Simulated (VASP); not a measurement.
# Cs (Im-3m) in VASP: a series of runs, part 4 of 7

VASP 6.6.1. Earlier steps stand in the parts before.

## 48. Equation of state, PBE, 118.80 Å³/atom

The input, INCAR:

```
ADDGRID  = False        
ALGO     = Normal         # electronic algorithm
EDIFF    = 1E-6           # SCF threshold, eV
ENCUT    = 450            # plane-wave cutoff, eV
GGA      = PE             # functional
ISIF     = 2              # what is computed and relaxed
ISMEAR   = 0              # smearing method
LASPH    = True           # aspherical terms in the spheres
LCHARG   = False          # write CHGCAR
LREAL    = False          # projectors in reciprocal space
LWAVE    = False          # write WAVECAR
NELM     = 100            # most SCF steps
PREC     = Normal         # precision mode
SIGMA    = 0.15           # smearing width, eV
```

The input, KPOINTS:

```
k-points
0
Gamma
  6 6 6
```

The input, POSCAR:

```
Cs
1.0
   -3.0968622435      3.0968622435      3.0968622435
    3.0968622435     -3.0968622435      3.0968622435
    3.0968622435      3.0968622435     -3.0968622435
Cs
1
Direct
    0.0000000000      0.0000000000      0.0000000000
```

Potentials or basis: VASP PAW PBE potentials, release 64 (Cs_sv).

Started as:

```sh
$ cat potpaw_PBE.64/Cs_sv/POTCAR > POTCAR
$ mpirun -np 1 vasp_std > vasp.out
```

It took 5.1 s on 1 thread of Intel Xeon Platinum 8375C at 2.90GHz (Ice Lake), shared host; peak memory 0.15 GiB.

These settings aren't checked as converged: the numbers below hold their error.

Results:

```
Free energy            : -0.8510 eV
Pressure               : 0.0 GPa
Band gap on the k mesh : none (metal or under the smearing width)
```

## 49. Equation of state, PBE, 126.15 Å³/atom

INCAR is that of step 48.

KPOINTS is that of step 48.

The input, POSCAR:

```
Cs
1.0
   -3.1594419776      3.1594419776      3.1594419776
    3.1594419776     -3.1594419776      3.1594419776
    3.1594419776      3.1594419776     -3.1594419776
Cs
1
Direct
    0.0000000000      0.0000000000      0.0000000000
```

Started as:

```sh
$ cat potpaw_PBE.64/Cs_sv/POTCAR > POTCAR
$ mpirun -np 1 vasp_std > vasp.out
```

Run time: 4.7 s. Hardware: 1 thread of Intel Xeon Platinum 8375C at 2.90GHz (Ice Lake), shared host; peak memory 0.15 GiB.

These settings aren't checked as converged: the numbers below hold their error.

What came out:

- Free energy: -0.8476 eV
- Pressure: -0.1 GPa
- Band gap on the k mesh: none (metal or under the smearing width)

## 50. Equation of state, PBE, 118.80 Å³/atom

Changes to INCAR since step 49:

```diff
@@ -9,6 +9,6 @@
 LCHARG   = False          # write CHGCAR
-LREAL    = False          # projectors in reciprocal space
+LREAL    = Auto         
 LWAVE    = False          # write WAVECAR
 NELM     = 100            # most SCF steps
-PREC     = Normal         # precision mode
+PREC     = Accurate       # precision mode
 SIGMA    = 0.15           # smearing width, eV
```

KPOINTS is that of step 49.

The input, POSCAR:

```
Cs
1.0
   -3.0968622435      3.0968622435      3.0968622435
    3.0968622435     -3.0968622435      3.0968622435
    3.0968622435      3.0968622435     -3.0968622435
Cs
1
Direct
    0.0000000000      0.0000000000      0.0000000000
```

Started as:

```sh
$ cat potpaw_PBE.64/Cs_sv/POTCAR > POTCAR
$ mpirun -np 1 vasp_std > vasp.out
```

Wall time 18 s (1 thread of Intel Xeon Platinum 8375C at 2.90GHz (Ice Lake), shared host); peak memory 0.22 GiB.

These settings aren't checked as converged: the numbers below hold their error.

What came out:

- Free energy: -0.8510 eV
- Pressure: 0.0 GPa
- Band gap on the k mesh: none (metal or under the smearing width)

## 51. Equation of state, PBE, 126.15 Å³/atom

INCAR is that of step 50.

KPOINTS is that of step 50.

The input, POSCAR:

```
Cs
1.0
   -3.1594419776      3.1594419776      3.1594419776
    3.1594419776     -3.1594419776      3.1594419776
    3.1594419776      3.1594419776     -3.1594419776
Cs
1
Direct
    0.0000000000      0.0000000000      0.0000000000
```

Potentials or basis: VASP PAW PBE potentials, release 64 (Cs_sv).

Started as:

```sh
$ cat potpaw_PBE.64/Cs_sv/POTCAR > POTCAR
$ mpirun -np 1 vasp_std > vasp.out
```

Wall time 17 s (1 thread of Intel Xeon Platinum 8375C at 2.90GHz (Ice Lake), shared host); peak memory 0.22 GiB.

These settings aren't checked as converged: the numbers below hold their error.

What came out:

```
Free energy            : -0.8476 eV
Pressure               : -0.1 GPa
Band gap on the k mesh : none (metal or under the smearing width)
```

## 52. Equation of state, PBE, 118.80 Å³/atom

Changes to INCAR since step 51:

```diff
@@ -2,3 +2,3 @@
 ALGO     = Normal         # electronic algorithm
-EDIFF    = 1E-6           # SCF threshold, eV
+EDIFF    = 0.01           # SCF threshold, eV
 ENCUT    = 450            # plane-wave cutoff, eV
@@ -9,3 +9,3 @@
 LCHARG   = False          # write CHGCAR
-LREAL    = Auto         
+LREAL    = False          # projectors in reciprocal space
 LWAVE    = False          # write WAVECAR
```

KPOINTS is that of step 51.

The input, POSCAR:

```
Cs
1.0
   -3.0968622435      3.0968622435      3.0968622435
    3.0968622435     -3.0968622435      3.0968622435
    3.0968622435      3.0968622435     -3.0968622435
Cs
1
Direct
    0.0000000000      0.0000000000      0.0000000000
```

Started as:

```sh
$ cat potpaw_PBE.64/Cs_sv/POTCAR > POTCAR
$ mpirun -np 1 vasp_std > vasp.out
```

It took 5.6 s on 1 thread of Intel Xeon Platinum 8375C at 2.90GHz (Ice Lake), shared host; peak memory 0.22 GiB.

The run converged, but some of its settings lie outside the range that counts as converged, so its numbers aren't taken as properties of the crystal.

Results:

| Item | Value |
| --- | --- |
| Free energy | -0.8499 eV |
| Pressure | -0.5 GPa |
| Band gap on the k mesh | none (metal or under the smearing width) |

## 53. Equation of state, PBE, 126.15 Å³/atom

INCAR is that of step 52.

KPOINTS is that of step 52.

The input, POSCAR:

```
Cs
1.0
   -3.1594419776      3.1594419776      3.1594419776
    3.1594419776     -3.1594419776      3.1594419776
    3.1594419776      3.1594419776     -3.1594419776
Cs
1
Direct
    0.0000000000      0.0000000000      0.0000000000
```

Started as:

```sh
$ cat potpaw_PBE.64/Cs_sv/POTCAR > POTCAR
$ mpirun -np 1 vasp_std > vasp.out
```

Wall time 5.4 s (1 thread of Intel Xeon Platinum 8375C at 2.90GHz (Ice Lake), shared host); peak memory 0.22 GiB.

The run converged, but some of its settings lie outside the range that counts as converged, so its numbers aren't taken as properties of the crystal.

What came out:

```yaml
Free_energy: -0.8462 eV
Pressure: -0.6 GPa
Band_gap_on_the_k_mesh: none (metal or under the smearing width)
```

## 54. Equation of state, PBE, 118.80 Å³/atom

Changes to INCAR since step 53:

```diff
@@ -2,3 +2,3 @@
 ALGO     = Normal         # electronic algorithm
-EDIFF    = 0.01           # SCF threshold, eV
+EDIFF    = 0.001          # SCF threshold, eV
 ENCUT    = 450            # plane-wave cutoff, eV
```

KPOINTS is that of step 53.

The input, POSCAR:

```
Cs
1.0
   -3.0968622435      3.0968622435      3.0968622435
    3.0968622435     -3.0968622435      3.0968622435
    3.0968622435      3.0968622435     -3.0968622435
Cs
1
Direct
    0.0000000000      0.0000000000      0.0000000000
```

Potentials or basis: VASP PAW PBE potentials, release 64 (Cs_sv).

Started as:

```sh
$ cat potpaw_PBE.64/Cs_sv/POTCAR > POTCAR
$ mpirun -np 1 vasp_std > vasp.out
```

Wall time 5.3 s (1 thread of Intel Xeon Platinum 8375C at 2.90GHz (Ice Lake), shared host); peak memory 0.22 GiB.

These settings aren't checked as converged: the numbers below hold their error.

Results:

```yaml
Free_energy: -0.8499 eV
Pressure: -0.5 GPa
Band_gap_on_the_k_mesh: none (metal or under the smearing width)
```

## 55. Equation of state, PBE, 126.15 Å³/atom

INCAR is that of step 54.

KPOINTS is that of step 54.

The input, POSCAR:

```
Cs
1.0
   -3.1594419776      3.1594419776      3.1594419776
    3.1594419776     -3.1594419776      3.1594419776
    3.1594419776      3.1594419776     -3.1594419776
Cs
1
Direct
    0.0000000000      0.0000000000      0.0000000000
```

Started as:

```sh
$ cat potpaw_PBE.64/Cs_sv/POTCAR > POTCAR
$ mpirun -np 1 vasp_std > vasp.out
```

Run time: 5.4 s. Hardware: 1 thread of Intel Xeon Platinum 8375C at 2.90GHz (Ice Lake), shared host; peak memory 0.22 GiB.

These settings aren't checked as converged: the numbers below hold their error.

Results:

```yaml
Free_energy: -0.8462 eV
Pressure: -0.5 GPa
Band_gap_on_the_k_mesh: none (metal or under the smearing width)
```

## 56. Equation of state, PBE, 118.80 Å³/atom

Changes to INCAR since step 55:

```diff
@@ -2,3 +2,3 @@
 ALGO     = Normal         # electronic algorithm
-EDIFF    = 0.001          # SCF threshold, eV
+EDIFF    = 1E-4           # SCF threshold, eV
 ENCUT    = 450            # plane-wave cutoff, eV
```

KPOINTS is that of step 55.

The input, POSCAR:

```
Cs
1.0
   -3.0968622435      3.0968622435      3.0968622435
    3.0968622435     -3.0968622435      3.0968622435
    3.0968622435      3.0968622435     -3.0968622435
Cs
1
Direct
    0.0000000000      0.0000000000      0.0000000000
```

Started as:

```sh
$ cat potpaw_PBE.64/Cs_sv/POTCAR > POTCAR
$ mpirun -np 1 vasp_std > vasp.out
```

Run time: 6.9 s. Hardware: 1 thread of Intel Xeon Platinum 8375C at 2.90GHz (Ice Lake), shared host; peak memory 0.22 GiB.

The run converged, but some of its settings lie outside the range that counts as converged, so its numbers aren't taken as properties of the crystal.

What came out:

| Property | Result |
| --- | --- |
| Free energy | -0.8510 eV |
| Pressure | 0.0 GPa |
| Band gap on the k mesh | none (metal or under the smearing width) |

## 57. Equation of state, PBE, 126.15 Å³/atom

INCAR is that of step 56.

KPOINTS is that of step 56.

The input, POSCAR:

```
Cs
1.0
   -3.1594419776      3.1594419776      3.1594419776
    3.1594419776     -3.1594419776      3.1594419776
    3.1594419776      3.1594419776     -3.1594419776
Cs
1
Direct
    0.0000000000      0.0000000000      0.0000000000
```

Potentials or basis: VASP PAW PBE potentials, release 64 (Cs_sv).

Started as:

```sh
$ cat potpaw_PBE.64/Cs_sv/POTCAR > POTCAR
$ mpirun -np 1 vasp_std > vasp.out
```

Wall time 6.8 s (1 thread of Intel Xeon Platinum 8375C at 2.90GHz (Ice Lake), shared host); peak memory 0.22 GiB.

The run converged, but some of its settings lie outside the range that counts as converged, so its numbers aren't taken as properties of the crystal.

What came out:

- Free energy: -0.8476 eV
- Pressure: -0.1 GPa
- Band gap on the k mesh: none (metal or under the smearing width)

## 58. Equation of state, PBE, 118.80 Å³/atom

Changes to INCAR since step 57:

```diff
@@ -2,3 +2,3 @@
 ALGO     = Normal         # electronic algorithm
-EDIFF    = 1E-4           # SCF threshold, eV
+EDIFF    = 1E-5           # SCF threshold, eV
 ENCUT    = 450            # plane-wave cutoff, eV
```

KPOINTS is that of step 57.

The input, POSCAR:

```
Cs
1.0
   -3.0968622435      3.0968622435      3.0968622435
    3.0968622435     -3.0968622435      3.0968622435
    3.0968622435      3.0968622435     -3.0968622435
Cs
1
Direct
    0.0000000000      0.0000000000      0.0000000000
```

Started as:

```sh
$ cat potpaw_PBE.64/Cs_sv/POTCAR > POTCAR
$ mpirun -np 1 vasp_std > vasp.out
```

Run time: 7.5 s. Hardware: 1 thread of Intel Xeon Platinum 8375C at 2.90GHz (Ice Lake), shared host; peak memory 0.22 GiB.

The run converged, but some of its settings lie outside the range that counts as converged, so its numbers aren't taken as properties of the crystal.

Results:

```
Free energy            : -0.8510 eV
Pressure               : 0.0 GPa
Band gap on the k mesh : none (metal or under the smearing width)
```

## 59. Equation of state, PBE, 126.15 Å³/atom

INCAR is that of step 58.

KPOINTS is that of step 58.

The input, POSCAR:

```
Cs
1.0
   -3.1594419776      3.1594419776      3.1594419776
    3.1594419776     -3.1594419776      3.1594419776
    3.1594419776      3.1594419776     -3.1594419776
Cs
1
Direct
    0.0000000000      0.0000000000      0.0000000000
```

Started as:

```sh
$ cat potpaw_PBE.64/Cs_sv/POTCAR > POTCAR
$ mpirun -np 1 vasp_std > vasp.out
```

Run time: 7.4 s. Hardware: 1 thread of Intel Xeon Platinum 8375C at 2.90GHz (Ice Lake), shared host; peak memory 0.22 GiB.

These settings aren't checked as converged: the numbers below hold their error.

What came out:

| Quantity | Value |
| --- | --- |
| Free energy | -0.8476 eV |
| Pressure | -0.1 GPa |
| Band gap on the k mesh | none (metal or under the smearing width) |

## 60. Equation of state, PBE, 118.80 Å³/atom

Changes to INCAR since step 59:

```diff
@@ -1,4 +1,4 @@
-ADDGRID  = False        
+ADDGRID  = True         
 ALGO     = Normal         # electronic algorithm
-EDIFF    = 1E-5           # SCF threshold, eV
+EDIFF    = 1E-6           # SCF threshold, eV
 ENCUT    = 450            # plane-wave cutoff, eV
```

KPOINTS is that of step 59.

The input, POSCAR:

```
Cs
1.0
   -3.0968622435      3.0968622435      3.0968622435
    3.0968622435     -3.0968622435      3.0968622435
    3.0968622435      3.0968622435     -3.0968622435
Cs
1
Direct
    0.0000000000      0.0000000000      0.0000000000
```

Potentials or basis: VASP PAW PBE potentials, release 64 (Cs_sv).

Started as:

```sh
$ cat potpaw_PBE.64/Cs_sv/POTCAR > POTCAR
$ mpirun -np 1 vasp_std > vasp.out
```

It took 13 s on 1 thread of Intel Xeon Platinum 8375C at 2.90GHz (Ice Lake), shared host; peak memory 0.35 GiB.

These settings aren't checked as converged: the numbers below hold their error.

Results:

| Item | Value |
| --- | --- |
| Free energy | -0.8510 eV |
| Pressure | 0.0 GPa |
| Band gap on the k mesh | none (metal or under the smearing width) |

## 61. Equation of state, PBE, 126.15 Å³/atom

INCAR is that of step 60.

KPOINTS is that of step 60.

The input, POSCAR:

```
Cs
1.0
   -3.1594419776      3.1594419776      3.1594419776
    3.1594419776     -3.1594419776      3.1594419776
    3.1594419776      3.1594419776     -3.1594419776
Cs
1
Direct
    0.0000000000      0.0000000000      0.0000000000
```

Started as:

```sh
$ cat potpaw_PBE.64/Cs_sv/POTCAR > POTCAR
$ mpirun -np 1 vasp_std > vasp.out
```

Wall time 14 s (1 thread of Intel Xeon Platinum 8375C at 2.90GHz (Ice Lake), shared host); peak memory 0.35 GiB.

These settings aren't checked as converged: the numbers below hold their error.

Results:

| Item | Value |
| --- | --- |
| Free energy | -0.8476 eV |
| Pressure | -0.1 GPa |
| Band gap on the k mesh | none (metal or under the smearing width) |

## 62. Equation of state, PBE, 118.80 Å³/atom

Changes to INCAR since step 61:

```diff
@@ -1,2 +1,2 @@
-ADDGRID  = True         
+ADDGRID  = False        
 ALGO     = Normal         # electronic algorithm
@@ -7,3 +7,3 @@
 ISMEAR   = 0              # smearing method
-LASPH    = True           # aspherical terms in the spheres
+LASPH    = False          # aspherical terms in the spheres
 LCHARG   = False          # write CHGCAR
```

KPOINTS is that of step 61.

The input, POSCAR:

```
Cs
1.0
   -3.0968622435      3.0968622435      3.0968622435
    3.0968622435     -3.0968622435      3.0968622435
    3.0968622435      3.0968622435     -3.0968622435
Cs
1
Direct
    0.0000000000      0.0000000000      0.0000000000
```

Started as:

```sh
$ cat potpaw_PBE.64/Cs_sv/POTCAR > POTCAR
$ mpirun -np 1 vasp_std > vasp.out
```

Wall time 7.8 s (1 thread of Intel Xeon Platinum 8375C at 2.90GHz (Ice Lake), shared host); peak memory 0.22 GiB.

The run converged, but some of its settings lie outside the range that counts as converged, so its numbers aren't taken as properties of the crystal.

Results:

| Property | Result |
| --- | --- |
| Free energy | -0.8510 eV |
| Pressure | 0.0 GPa |
| Band gap on the k mesh | none (metal or under the smearing width) |

## 63. Equation of state, PBE, 126.15 Å³/atom

INCAR is that of step 62.

KPOINTS is that of step 62.

The input, POSCAR:

```
Cs
1.0
   -3.1594419776      3.1594419776      3.1594419776
    3.1594419776     -3.1594419776      3.1594419776
    3.1594419776      3.1594419776     -3.1594419776
Cs
1
Direct
    0.0000000000      0.0000000000      0.0000000000
```

Potentials or basis: VASP PAW PBE potentials, release 64 (Cs_sv).

Started as:

```sh
$ cat potpaw_PBE.64/Cs_sv/POTCAR > POTCAR
$ mpirun -np 1 vasp_std > vasp.out
```

It took 8.4 s on 1 thread of Intel Xeon Platinum 8375C at 2.90GHz (Ice Lake), shared host; peak memory 0.23 GiB.

The run converged, but some of its settings lie outside the range that counts as converged, so its numbers aren't taken as properties of the crystal.

Results:

| Item | Value |
| --- | --- |
| Free energy | -0.8476 eV |
| Pressure | -0.1 GPa |
| Band gap on the k mesh | none (metal or under the smearing width) |

## 64. Equation of state, PBE, 118.80 Å³/atom

The input, INCAR:

```
ADDGRID  = False        
ALGO     = Normal         # electronic algorithm
EDIFF    = 1E-4           # SCF threshold, eV
ENCUT    = 450            # plane-wave cutoff, eV
GGA      = PE             # functional
ISIF     = 2              # what is computed and relaxed
ISMEAR   = 0              # smearing method
LASPH    = True           # aspherical terms in the spheres
LCHARG   = False          # write CHGCAR
LREAL    = Auto         
LWAVE    = False          # write WAVECAR
NELM     = 100            # most SCF steps
PREC     = Normal         # precision mode
SIGMA    = 0.15           # smearing width, eV
```

KPOINTS is that of step 63.

The input, POSCAR:

```
Cs
1.0
   -3.0968622435      3.0968622435      3.0968622435
    3.0968622435     -3.0968622435      3.0968622435
    3.0968622435      3.0968622435     -3.0968622435
Cs
1
Direct
    0.0000000000      0.0000000000      0.0000000000
```

Started as:

```sh
$ cat potpaw_PBE.64/Cs_sv/POTCAR > POTCAR
$ mpirun -np 1 vasp_std > vasp.out
```

It took 4.1 s on 1 thread of Intel Xeon Platinum 8375C at 2.90GHz (Ice Lake), shared host; peak memory 0.15 GiB.

These settings aren't checked as converged: the numbers below hold their error.

What came out:

| Item | Value |
| --- | --- |
| Free energy | -0.8511 eV |
| Pressure | 0.0 GPa |
| Band gap on the k mesh | none (metal or under the smearing width) |

## 65. Equation of state, PBE, 126.15 Å³/atom

INCAR is that of step 64.

KPOINTS is that of step 64.

The input, POSCAR:

```
Cs
1.0
   -3.1594419776      3.1594419776      3.1594419776
    3.1594419776     -3.1594419776      3.1594419776
    3.1594419776      3.1594419776     -3.1594419776
Cs
1
Direct
    0.0000000000      0.0000000000      0.0000000000
```

Started as:

```sh
$ cat potpaw_PBE.64/Cs_sv/POTCAR > POTCAR
$ mpirun -np 1 vasp_std > vasp.out
```

Wall time 4.1 s (1 thread of Intel Xeon Platinum 8375C at 2.90GHz (Ice Lake), shared host); peak memory 0.15 GiB.

These settings aren't checked as converged: the numbers below hold their error.

Results:

```yaml
Free_energy: -0.8479 eV
Pressure: -0.1 GPa
Band_gap_on_the_k_mesh: none (metal or under the smearing width)
```

## 66. Equation of state, PBE, 118.80 Å³/atom

The input, INCAR:

```
ADDGRID  = False        
ALGO     = Normal         # electronic algorithm
EDIFF    = 1E-6           # SCF threshold, eV
ENCUT    = 700            # plane-wave cutoff, eV
GGA      = PE             # functional
ISIF     = 2              # what is computed and relaxed
ISMEAR   = 0              # smearing method
LASPH    = True           # aspherical terms in the spheres
LCHARG   = False          # write CHGCAR
LREAL    = False          # projectors in reciprocal space
LWAVE    = False          # write WAVECAR
NELM     = 100            # most SCF steps
PREC     = Accurate       # precision mode
SIGMA    = 0.15           # smearing width, eV
```

The input, KPOINTS:

```
k-points
0
Gamma
  5 5 5
```

The input, POSCAR:

```
Cs
1.0
   -3.0968622435      3.0968622435      3.0968622435
    3.0968622435     -3.0968622435      3.0968622435
    3.0968622435      3.0968622435     -3.0968622435
Cs
1
Direct
    0.0000000000      0.0000000000      0.0000000000
```

Potentials or basis: VASP PAW PBE potentials, release 64 (Cs_sv).

Started as:

```sh
$ cat potpaw_PBE.64/Cs_sv/POTCAR > POTCAR
$ mpirun -np 1 vasp_std > vasp.out
```

Run time: 11 s. Hardware: 1 thread of Intel Xeon Platinum 8375C at 2.90GHz (Ice Lake), shared host; peak memory 0.3 GiB.

The run converged, but some of its settings lie outside the range that counts as converged, so its numbers aren't taken as properties of the crystal.

Results:

* Free energy: -0.8649 eV
* Pressure: 0.0 GPa
* Band gap on the k mesh: none (metal or under the smearing width)

(Part 4 of 7 ends here.)
